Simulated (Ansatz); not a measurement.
# 5-layer 2H-WS2 (2H stacking) in a perpendicular field

Aim: how the 5-layer 2H-WS2 (2H stacking) screens a field along its normal, and what the field does to its bands. A positive field points along +c.

Main program and level: Ansatz 0.2.0; plane-wave DFT, PBE-D3(BJ), Ansatz PAW.

**1. Set-up**

The cell holds 15 atoms: 10 S and 5 W. Its edges and angles: a = 3.180 Å, b = 3.180 Å, c = 89.778 Å, α = 90.0°, β = 90.0°, γ = 120.0°. Regions: layer 1: 2H-WS2, 3 atoms (2 S and 1 W); layer 2: 2H-WS2, 3 atoms (2 S and 1 W); layer 3: 2H-WS2, 3 atoms (2 S and 1 W); layer 4: 2H-WS2, 3 atoms (2 S and 1 W); layer 5: 2H-WS2, 3 atoms (2 S and 1 W). Vacuum lies along c.

**2. Relaxation**

The starting cell is a guess, so the in-plane lattice and the atoms are relaxed first, with the slab cut off from its images along the normal.

Contents of input.yaml:

```yaml
crystal:
  lattice:
    - [3.18, 0.0, 0.0]
    - [-1.59, 2.753960784, 0.0]
    - [0.0, 0.0, 89.7781011657]
  atoms:
    - { symbol: S, position: [0.3333333333, 0.6666666667, 0.3363849269] }
    - { symbol: W, position: [0.0, 0.0, 0.3557416531] }
    - { symbol: S, position: [0.3333333333, 0.6666666667, 0.3750983792] }
    - { symbol: S, position: [0.0, 0.0, 0.4085141004] }
    - { symbol: W, position: [0.3333333333, 0.6666666667, 0.4278708265] }
    - { symbol: S, position: [0.0, 0.0, 0.4472275527] }
    - { symbol: S, position: [0.3333333333, 0.6666666667, 0.4806432739] }
    - { symbol: W, position: [0.0, 0.0, 0.5] }
    - { symbol: S, position: [0.3333333333, 0.6666666667, 0.5193567261] }
    - { symbol: S, position: [0.0, 0.0, 0.5527724473] }
    - { symbol: W, position: [0.3333333333, 0.6666666667, 0.5721291735] }
    - { symbol: S, position: [0.0, 0.0, 0.5914858996] }
    - { symbol: S, position: [0.3333333333, 0.6666666667, 0.6249016208] }
    - { symbol: W, position: [0.0, 0.0, 0.6442583469] }
    - { symbol: S, position: [0.3333333333, 0.6666666667, 0.6636150731] }
  periodic: [true, true, false]
kpoints:
  mp_grid: { grid: [12, 12, 1] }
hamiltonian:
  xc: pbe
  dispersion: d3bj
scf:
  occupations: { method: fermi_dirac, width: 0.05 }
  convergence: { dr2_threshold: 1.0e-09 }
relax:
  f_tol: 0.004
  max_steps: 90
  cell: {}
output:
  write_potential: true
  write_density: true
  volumetric_format: npy
```

The run is started by

```sh
$ ansatz run input.yaml --threads 4 --pin off --max-ram 8192MiB --backend cpu --events-out ev --progress --plain --runs-dir out
```

Numbers of over 12 decimals in the logs are rounded to 6 here.

Output:

```text
Warning: relax.cell: scf.convergence.dr2_threshold = 1e-9 eV is looser than the 9.67345728301e-11 eV advised for a relaxation that steers and ends on the stress (1e-10 eV for each atom of the cell: 15, times the square of relax.cell.stress_2d_tol = 0.05 N/m over 39.4 Å (the atoms' height at the walk's start and 5 Å past either face), 1.270e-2 GPa, over a crystal's default 0.05). What an SCF threshold leaves in a stress goes as its square root, and in the free energy as the threshold itself, and one threshold admits the most on a small cell: [figures from the program's tests cut] Set scf.convergence.dr2_threshold to 9.67345728301e-11 eV or tighter. [rest of the remark cut]
Engine: ansatz 0.2.0, aarch64-unknown-linux-gnu
Pseudopotentials: kind: paw
Pseudopotential: S, paw, valence charge 6, recommended cutoff 420 eV (normal), S.paw.azcp
Pseudopotential: W, paw, valence charge 14, recommended cutoff 420 eV (normal), W.paw.azcp
Functional definition: PBE
  parameter kappa = 0.804
  parameter beta = 0.066725
  exchange = pbe_x(kappa = kappa, mu = beta*pi^2/3)
  correlation = pbe_c(beta = beta)
Crystal: 15 atoms, lattice volume = 786.240 Å³
Basis set: ecut = 420 eV, 15457 PW (Γ), exchange–correlation on 48×48×1250 points (8 copies of the dense FFT grid, shifted against one another)
Bands: 80, of which v1, the nominal top of the filled ones, is band 65 counted from 1 (64 counted from 0)
Symmetry: 12 space group operations
Space group: P-6m2 (ITA 187), of the structure as read, at distance tolerance 9.2e-5 Å
k-points: 19 of 144 (time reversal used)
Non-local potential: S, projectors of the file, l = 0: 2, l = 1: 2, l = 2: 2
Non-local potential: W, projectors of the file, l = 0: 3, l = 1: 2, l = 2: 2, l = 3: 1
PAW form: soft (Blöchl's): semilocal exchange-correlation on the pseudo side does not see the compensation charge
PAW one-centre angular grid: S, 110 points (default); XC on 64 Gauss nodes
PAW one-centre angular grid: W, 590 points (default); XC on 64 Gauss nodes
Initial density: superposition of atomic densities (neutral atoms: chi_scale 0, normalization atom), corrected by the library's trained network
Initial wavefunctions: pseudopotential atomic-orbital guess
Functional: x = pbe(κ = 0.804, μ = 0.219515), c = pbe(β = 0.066725)
SCF iter   1: F=—  HF=-60960.393471 eV  |F-HF|=—  |Δ(HF+E_count)|=         —  Δρ=3.04e-3  dr2=1.06e-1  ethr=1.77e-3  ⟨swp⟩=11.3  Hψ=9484  notcnv=0
preconditioner: auto → Resta (q_TF=auto, 2.021 Å⁻¹)  ε∞=3.7  [insulator: Δε(μ)=0.993 eV  Ē_g=7.704 eV  σ=0.050 eV  W_gap=1.00  n_scr=56 (ndim 8)  ℏωp=12.6 eV  f_vac=0.633  D(μ)=0.00/eV (n_scr^D=0)  ε∞_Penn≈3.7  vacuum switching on, ρ_ref=4.3e-3 e/Å³]
SCF iter   2: F=—  HF=-60960.423183 eV  |F-HF|=—  |Δ(HF+E_count)|=   2.97e-2  Δρ=2.01e-3  dr2=1.11e-1  ethr=8.12e-5  ⟨swp⟩=3.9  Hψ=3639  notcnv=0  defer=98
SCF iter   3: F=—  HF=-60960.421271 eV  |F-HF|=—  |Δ(HF+E_count)|=   1.91e-3  Δρ=1.23e-3  dr2=1.10e-2  ethr=8.12e-5  ⟨swp⟩=3.4  Hψ=2712  notcnv=0  defer=93
SCF iter   4: F=—  HF=-60960.427183 eV  |F-HF|=—  |Δ(HF+E_count)|=   5.91e-3  Δρ=3.70e-4  dr2=2.62e-3  ethr=8.43e-6  ⟨swp⟩=3.2  Hψ=2988  notcnv=0  defer=91
SCF iter   5: F=—  HF=-60960.427163 eV  |F-HF|=—  |Δ(HF+E_count)|=   2.04e-5  Δρ=7.84e-5  dr2=7.36e-5  ethr=2.01e-6  ⟨swp⟩=3.5  Hψ=2965  notcnv=0  defer=91
SCF iter   6: F=—  HF=-60960.426980 eV  |F-HF|=—  |Δ(HF+E_count)|=   1.83e-4  Δρ=3.49e-5  dr2=2.48e-5  ethr=5.66e-8  ⟨swp⟩=3.1  Hψ=3288  notcnv=0  defer=88
SCF iter   7: F=—  HF=-60960.426994 eV  |F-HF|=—  |Δ(HF+E_count)|=   1.39e-5  Δρ=2.29e-5  dr2=3.48e-5  ethr=1.91e-8  ⟨swp⟩=2.8  Hψ=2564  notcnv=0  defer=88
SCF iter   8: F=—  HF=-60960.426986 eV  |F-HF|=—  |Δ(HF+E_count)|=   7.12e-6  Δρ=8.52e-6  dr2=1.62e-6  ethr=1.91e-8  ⟨swp⟩=2.3  Hψ=1999  notcnv=0  defer=88
SCF iter   9: F=—  HF=-60960.426382 eV  |F-HF|=—  |Δ(HF+E_count)|=   6.05e-4  Δρ=3.24e-6  dr2=2.87e-7  ethr=1.25e-9  ⟨swp⟩=3.2  Hψ=3109  notcnv=0  defer=96
SCF iter  10: F=—  HF=-60960.426382 eV  |F-HF|=—  |Δ(HF+E_count)|=   3.53e-8  Δρ=2.10e-6  dr2=1.24e-7  ethr=2.21e-10  ⟨swp⟩=3.1  Hψ=2696  notcnv=0  defer=96
SCF iter  11: F=—  HF=-60960.426382 eV  |F-HF|=—  |Δ(HF+E_count)|=   2.08e-8  Δρ=7.75e-7  dr2=1.01e-8  ethr=9.56e-11  ⟨swp⟩=2.7  Hψ=2398  notcnv=0  defer=96
SCF iter  12: F=-60960.426382 eV  HF=-60960.426382 eV  |F-HF|=7.13e-10  |Δ(HF+E_count)|=   2.50e-8  Δρ=2.16e-7  dr2=5.87e-10  ethr=1.00e-12  ⟨swp⟩=10.7  Hψ=14329  notcnv=0
SCF 1 converged in 12 iterations: F = -60960.426382 eV  dr2 = 5.87e-10
  greatest PAW one-centre occupation: 1.000 electrons in one spin orbital (limit 2), on the W atom at site 13 (counted from 0), in its partial waves of l = 0
relax step   1: F+E_penalty+E_count = -60960.42638183 eV  Δ(F+E_penalty+E_count) = +0.000e0 eV  max|allowed force component| = 2.684e0 eV/Å  Δτ_max = 0.0000 Å  P = -32.877 N/m  Ω = 786.240 Å³  fix = [c, alpha, beta]  reactions: c -0.000 N/m  (12 SCF iters, accepted)
Crystal: 15 atoms, lattice volume = 773.514 Å³
Basis set: ecut = 420 eV, 14941 PW (Γ), exchange–correlation on 48×48×1250 points (8 copies of the dense FFT grid, shifted against one another)
Initial density: handed on by an earlier stage of this run
Initial wavefunctions: those handed on with the density
iter 1 solved again at ethr=1.05e-3 eV; its pass at ethr=3.10e-3 eV (dr2=1.37e0 eV) is discarded
SCF iter   1: F=—  HF=-60963.022817 eV  |F-HF|=—  |Δ(HF+E_count)|=         —  Δρ=1.00e-2  dr2=1.39e0  ethr=1.05e-3  ⟨swp⟩=2.9  Hψ=11282  notcnv=0
preconditioner: auto → Resta (q_TF=auto, 2.027 Å⁻¹)  ε∞=3.2  [insulator: Δε(μ)=1.252 eV  Ē_g=8.449 eV  σ=0.050 eV  W_gap=1.00  n_scr=56 (ndim 8)  ℏωp=12.7 eV  f_vac=0.639  D(μ)=0.00/eV (n_scr^D=0)  ε∞_Penn≈3.2  vacuum switching on, ρ_ref=5.2e-3 e/Å³]
SCF iter   2: F=—  HF=-60962.798595 eV  |F-HF|=—  |Δ(HF+E_count)|=   2.24e-1  Δρ=4.82e-3  dr2=2.78e-1  ethr=1.05e-3  ⟨swp⟩=3.6  Hψ=2834  notcnv=0
SCF iter   3: F=—  HF=-60962.752731 eV  |F-HF|=—  |Δ(HF+E_count)|=   4.59e-2  Δρ=2.52e-3  dr2=4.00e-2  ethr=2.14e-4  ⟨swp⟩=3.3  Hψ=2908  notcnv=0  defer=79
SCF iter   4: F=—  HF=-60962.747413 eV  |F-HF|=—  |Δ(HF+E_count)|=   5.32e-3  Δρ=6.40e-4  dr2=3.21e-3  ethr=3.08e-5  ⟨swp⟩=3.2  Hψ=3040  notcnv=0  defer=76
SCF iter   5: F=—  HF=-60962.747426 eV  |F-HF|=—  |Δ(HF+E_count)|=   1.29e-5  Δρ=1.92e-4  dr2=1.60e-3  ethr=2.47e-6  ⟨swp⟩=3.6  Hψ=3079  notcnv=0  defer=76
SCF iter   6: F=—  HF=-60962.747294 eV  |F-HF|=—  |Δ(HF+E_count)|=   1.32e-4  Δρ=9.14e-5  dr2=1.80e-4  ethr=1.23e-6  ⟨swp⟩=2.7  Hψ=2214  notcnv=0  defer=76
[...]
relax step   7: F+E_penalty+E_count = -60962.97799823 eV  Δ(F+E_penalty+E_count) = -1.171e-3 eV  max|allowed force component| = 2.938e-2 eV/Å  Δτ_max = 0.1359 Å  P = -0.169 N/m  Ω = 774.334 Å³  energy of the carried Pulay correction = +6.166e-4 eV  fix = [c, alpha, beta]  reactions: c -0.000 N/m  (13 SCF iters, accepted)
relax step   8: F+E_penalty+E_count = -60962.98008514 eV  Δ(F+E_penalty+E_count) = -2.087e-3 eV  max|allowed force component| = 5.951e-3 eV/Å  Δτ_max = 0.0630 Å  P = -0.079 N/m  Ω = 774.111 Å³  energy of the carried Pulay correction = +6.282e-4 eV  fix = [c, alpha, beta]  reactions: c -0.000 N/m  (12 SCF iters, accepted)
relax step   9: F+E_penalty+E_count = -60962.98014517 eV  Δ(F+E_penalty+E_count) = -6.002e-5 eV  max|allowed force component| = 6.478e-4 eV/Å  Δτ_max = 0.0056 Å  P = +0.067 N/m  Ω = 773.888 Å³  energy of the carried Pulay correction = +6.399e-4 eV  fix = [c, alpha, beta]  reactions: c +0.000 N/m  (10 SCF iters, accepted)
relax step  10: F+E_penalty+E_count = -60962.98014284 eV  Δ(F+E_penalty+E_count) = +2.326e-6 eV  max|allowed force component| = 4.773e-4 eV/Å  Δτ_max = 0.0018 Å  P = -0.015 N/m  Ω = 774.025 Å³  energy of the carried Pulay correction = +6.327e-4 eV  fix = [c, alpha, beta]  reactions: c -0.000 N/m  (8 SCF iters, accepted)
Initial wavefunctions: pseudopotential atomic-orbital guess (no wavefunctions were taken with the density)
iter 1 solved again at ethr=1.55e-7 eV; its pass at ethr=3.10e-3 eV (dr2=2.01e-4 eV) is discarded
SCF iter   1: F=—  HF=-60962.979945 eV  |F-HF|=—  |Δ(HF+E_count)|=         —  Δρ=1.57e-5  dr2=2.83e-7  ethr=1.55e-7  ⟨swp⟩=7.2  Hψ=18164  notcnv=0
preconditioner: auto → Resta (q_TF=auto, 2.027 Å⁻¹)  ε∞=3.2  [insulator: Δε(μ)=0.993 eV  Ē_g=8.453 eV  σ=0.050 eV  W_gap=1.00  n_scr=56 (ndim 8)  ℏωp=12.7 eV  f_vac=0.655  D(μ)=0.00/eV (n_scr^D=0)  ε∞_Penn≈3.2  vacuum switching on, ρ_ref=5.2e-3 e/Å³]
SCF iter   2: F=—  HF=-60962.979415 eV  |F-HF|=—  |Δ(HF+E_count)|=   5.30e-4  Δρ=7.96e-6  dr2=7.88e-8  ethr=2.18e-10  ⟨swp⟩=5.8  Hψ=5817  notcnv=0
SCF iter   3: F=—  HF=-60962.979415 eV  |F-HF|=—  |Δ(HF+E_count)|=   4.27e-8  Δρ=2.01e-6  dr2=7.74e-8  ethr=6.06e-11  ⟨swp⟩=2.9  Hψ=3206  notcnv=0
SCF iter   4: F=-60962.979415 eV  HF=-60962.979415 eV  |F-HF|=2.12e-9  |Δ(HF+E_count)|=   8.02e-9  Δρ=4.79e-7  dr2=9.09e-10  ethr=1.00e-12  ⟨swp⟩=18.0  Hψ=17538  notcnv=0
SCF 11 converged in 4 iterations: F = -60962.979415 eV  dr2 = 9.09e-10
relax step  11: F+E_penalty+E_count = -60962.97941483 eV  Δ(F+E_penalty+E_count) = +7.280e-4 eV  max|allowed force component| = 4.105e-4 eV/Å  Δτ_max = 0.0000 Å  P = -0.005 N/m  Ω = 774.025 Å³  fix = [c, alpha, beta]  reactions: c -0.000 N/m  stress off target by 5.12e-3 N/m on what of the cell is left free  SCF on the basis re-selected at this cell (its energy is not comparable with the rows above)  (4 SCF iters)
basis re-selected at this cell: Δ(F+E_penalty+E_count) = +7.280e-4 eV, ΔP = +0.010 N/m vs the last step (what re-selecting the basis moved, of the pressure what is left beyond the Pulay correction that the steps carried, after the strain that the cell walked since its last selection, with what the two solves' SCF thresholds leave and, on support functions, any second-order correction that the steps lacked; it is no m [...]
WARN: The output density's exchange-correlation potential varies sharply where the density is thin. Do not read a vacuum level from v_tot or v_xc, or from such a field of the output density. On a cell that repeats whose density bears no net charge and no dipole along the vacuum's axis use v_es (v_loc + v_h of the components); under efield.dipole_correction with no amplitude use v_es + v_field, which holds any externa [...]
SCF converged after 4 iterations
Free energy (F): -60962.979415 eV
Harris-Foulkes:  -60962.979415 eV  (|F-HF|=2.12e-9)
Internal energy: -60962.979413 eV  (E = F + TS)
E sigma→0 (E₀):  -60962.979414 eV
Entropy (-TS):   -0.000002 eV (-0.000 meV/atom)
Fermi energy:    -4.608953 eV
--- Per-component energies (eV) ---
  E_band       = -3113.674584
  E_kinetic    = 3335.492782
  E_local      = -2213709.322471  (includes V_loc(G=0)·N_el)
  E_nonlocal   = 286.933217
  E_hartree    = 1104863.244241
  E_xc         = -2312.577354
  E_vxc        = -2077.632818  (∫ρ·V_xc dr)
  E_paw        = -48815.795241  (= ΣΔE_a)
  E_vpaw       = -675.619690  (= ΣTr[D̂ρ^β])
  E_aug_tail   = -0.000310  (compensation charges beyond the density's cutoff)
  E_ewald      = 1095395.172468
  E_disp       = -6.126745  (pairwise vdW)
  E_smearing   = -0.000002  (= −TS)
  E_closure    = 0.000000  (closes the sum)
  Σ components = -60962.979415   (vs F -60962.979415, Δ=0.00e0)
--- Forces (eV/Å), atoms counted from 1 ---
  atom   1  S     -0.00000000    -0.00000000     0.00041050
  atom   2  W      0.00000000     0.00000000     0.00011013
  atom   3  S      0.00000000    -0.00000000    -0.00024886
  atom   4  S     -0.00000000     0.00000000     0.00037069
  atom   5  W      0.00000000    -0.00000000     0.00002112
  atom   6  S     -0.00000000     0.00000000    -0.00012260
  atom   7  S      0.00000000    -0.00000000     0.00008661
  atom   8  W     -0.00000000     0.00000000    -0.00000000
  atom   9  S      0.00000000    -0.00000000    -0.00008661
  atom  10  S      0.00000000     0.00000000     0.00012260
  atom  11  W     -0.00000000    -0.00000000    -0.00002112
  atom  12  S     -0.00000000     0.00000000    -0.00037069
  atom  13  S      0.00000000    -0.00000000     0.00024886
  atom  14  W      0.00000000     0.00000000    -0.00011013
  atom  15  S      0.00000000    -0.00000000    -0.00041050
  max |Σ_I F_I| component: 6.13e-17 eV/Å
--- 2D stress c σ (N/m, compression-positive) ---
       -0.005120      -0.000000       0.000000
       -0.000000      -0.005120       0.000000
        0.000000       0.000000      -0.000000
  P = ½ c Tr σ = -0.0051 N/m
--- Band table (eV; the first three rows and the last of 19) ---
  k-point 0: bands = [... 61 lower, -5.7713, -5.4314, -5.1962, -5.0607, -2.7811, -2.7811, -2.7802, -2.7802, ... 11 higher]
  k-point 1: bands = [... 61 lower, -5.8232, -5.5565, -5.3848, -5.2930, -2.8931, -2.8871, -2.8683, -2.8654, ... 11 higher]
  k-point 2: bands = [... 61 lower, -6.1047, -5.9913, -5.9376, -5.9190, -3.4734, -3.3865, -3.2477, -3.0940, ... 11 higher]
  k-point 18: bands = [... 61 lower, -5.7714, -5.7108, -5.6497, -5.6063, -3.7650, -3.7646, -3.7644, -3.7512, ... 11 higher]
  the weakly bound empty levels are not read free of the cell's end (no_gap_told)
--- Relaxed structure (10 steps of the walk, 10 accepted, 1 SCFs on fresh bases) ---
  F+E_penalty+E_count = -60962.97941483 eV   max|allowed force component| = 4.105e-4 eV/Å   (the final SCF, on the basis selected at the relaxed cell)
  cell:  # Å, volume = 774.0250 Å³
    - [3.155201, -1.3766484472217914e-18, 0]
    - [-1.577600, 2.732484, 0]
    - [0, 0, 89.7781011657]
  atoms:
    - { symbol: S, position: [0.333333, 0.666667, 0.347098] }
    - { symbol: W, position: [-4.6608296829096576e-18, -2.0395208157718868e-17, 0.364664] }
    - { symbol: S, position: [0.333333, 0.666667, 0.382208] }
    - { symbol: S, position: [-3.2988292051976037e-18, -2.039520815771886e-17, 0.414829] }
    - { symbol: W, position: [0.333333, 0.666667, 0.432366] }
    - { symbol: S, position: [-1.3975150811968807e-18, -2.0395208157718868e-17, 0.449903] }
    - { symbol: S, position: [0.333333, 0.666667, 0.482464] }
    - { symbol: W, position: [0, -2.0395208157718862e-17, 0.500000] }
    - { symbol: S, position: [0.333333, 0.666667, 0.517536] }
    - { symbol: S, position: [1.3975150811972027e-18, -2.0395208157718868e-17, 0.550097] }
    - { symbol: W, position: [0.333333, 0.666667, 0.567634] }
    - { symbol: S, position: [3.298829205197774e-18, -2.0395208157718853e-17, 0.585171] }
    - { symbol: S, position: [0.333333, 0.666667, 0.617792] }
    - { symbol: W, position: [4.6608296829095e-18, -2.0395208157718862e-17, 0.635336] }
    - { symbol: S, position: [0.333333, 0.666667, 0.652902] }
```

It took 9.9 min on 4 threads of Arm Neoverse V1, shared host; peak memory 2 GiB.

Step by step:

| step | energy less that of the first step (eV) | largest force component (eV/Å) | volume (Å³) |
| --- | --- | --- | --- |
| 1 | 0.0000 | 2.6844 | 786.24 |
| 2 | -2.3203 | 0.7182 | 773.51 |
| 3 | -2.4601 | 0.1798 | 772.18 |
| 4 | -2.4987 | 0.0702 | 772.87 |
| 5 | -2.5333 | 0.0708 | 773.36 |
| 6 | -2.5504 | 0.0300 | 773.23 |
| 7 | -2.5516 | 0.0294 | 774.33 |
| 8 | -2.5537 | 0.0060 | 774.11 |
| 9 | -2.5538 | 0.0006 | 773.89 |
| 10 | -2.5538 | 0.0005 | 774.03 |
| 11* | -2.5530 | 0.0004 | 774.03 |

Relaxation steps marked * repeat the geometry before them on a plane-wave basis chosen anew for their cell, so energy and pressure can jump there.

Forces are held to the 12 operations that the run works with; a distortion that breaks them can't arise in this run.

| cell as run | before | after | change |
| --- | --- | --- | --- |
| a (Å) | 3.180 | 3.155 | -0.8 % |
| b (Å) | 3.180 | 3.155 | -0.8 % |

The atoms that moved most (Å, along periodic axes as changes of fractional coordinates times the final cell, across vacuum about the mean position):

| atom | dx | dy | dz | length |
| --- | --- | --- | --- | --- |
| S15 | 0.000 | 0.000 | -0.962 | 0.962 |
| S1 | 0.000 | 0.000 | 0.962 | 0.962 |
| W14 | 0.000 | 0.000 | -0.801 | 0.801 |
| W2 | 0.000 | 0.000 | 0.801 | 0.801 |
| S13 | 0.000 | 0.000 | -0.638 | 0.638 |
| S3 | 0.000 | 0.000 | 0.638 | 0.638 |
| S12 | 0.000 | 0.000 | -0.567 | 0.567 |
| S4 | 0.000 | 0.000 | 0.567 | 0.567 |

The relaxed structure:

```cif
data_structure
_symmetry_space_group_name_H-M 'P 1'
_symmetry_Int_Tables_number 1
_cell_length_a 3.1552
_cell_length_b 3.1552
_cell_length_c 89.7781
_cell_angle_alpha 90.000
_cell_angle_beta 90.000
_cell_angle_gamma 120.000
_cell_volume 774.02
loop_
_atom_site_label
_atom_site_type_symbol
_atom_site_fract_x
_atom_site_fract_y
_atom_site_fract_z
_atom_site_occupancy
S1 S 0.33333 0.66667 0.34710 1
W2 W 0.00000 0.00000 0.36466 1
S3 S 0.33333 0.66667 0.38221 1
S4 S 0.00000 0.00000 0.41483 1
W5 W 0.33333 0.66667 0.43237 1
S6 S 0.00000 0.00000 0.44990 1
S7 S 0.33333 0.66667 0.48246 1
W8 W 0.00000 0.00000 0.50000 1
S9 S 0.33333 0.66667 0.51754 1
S10 S 0.00000 0.00000 0.55010 1
W11 W 0.33333 0.66667 0.56763 1
S12 S 0.00000 0.00000 0.58517 1
S13 S 0.33333 0.66667 0.61779 1
W14 W 0.00000 0.00000 0.63534 1
S15 S 0.33333 0.66667 0.65290 1
```

The lattice constant a goes from 3.180 to 3.155 Å.

(Continued in part 2 of 2.)

[Logs are printed without paths, hosts, clocks, repeated set-up lines and the standing remarks that a program may print on its own settings, such as how far it seeks lower states.]

[Hosts, paths, dates, database ids (printed as entryN), source tags and the programs' standing remarks are cut or masked in the printed files.]

[Maps of the electrostatic potential energy from Ansatz leave out the sawtooth potential of an applied field or a dipole correction, so their vacuum need not be flat; planar profiles and work functions include it.]
